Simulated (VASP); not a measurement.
Write the native input for VASP 6.6.1 that does the following.

```
Task                   : single point
Functional             : PBE
Potentials or basis    : VASP PAW PBE potentials, release 64 (Li_sv)
Cutoff                 : 520 eV
k mesh                 : 8 × 8 × 8
Occupations            : gaussian, width 0.05 eV
Spin                   : no spin polarisation
Dipole correction      : no
Further INCAR settings : ALGO = Normal; EDIFF = 1e-06; NBANDS = 8
```

The structure of Li lies in POSCAR:

```
Li
1.0
   -1.7203674786      1.7203674786      1.7203674786
    1.7203674786     -1.7203674786      1.7203674786
    1.7203674786      1.7203674786     -1.7203674786
Li
1
Direct
    0.0000000000      0.0000000000      0.0000000000
```

One way to write it, as run:

INCAR

```
PREC = Accurate ; ENCUT = 520
EDIFF = 1E-6 ; ISMEAR = 0
SIGMA = 0.05 ; LREAL = F
LASPH = T ; NELM = 100
ALGO = Normal ; ISIF = 2
LWAVE = F ; LCHARG = F
GGA = PE ; NBANDS = 8
```

KPOINTS

```
regular mesh
0
Gamma
  8 8 8
```

Potentials or basis: VASP PAW PBE potentials, release 64 (Li_sv).

Command:

```console
$ cat potpaw_PBE.64/Li_sv/POTCAR > POTCAR
$ mpirun -np 1 vasp_std > vasp.out
```

It gave:

The band gap on the k mesh is none (metal or under the smearing width).

Run time: 2.1 s on 1 thread of Intel(R) Xeon(R) Platinum 8488C (Sapphire Rapids), on a shared host, peak memory 0.12 GiB.
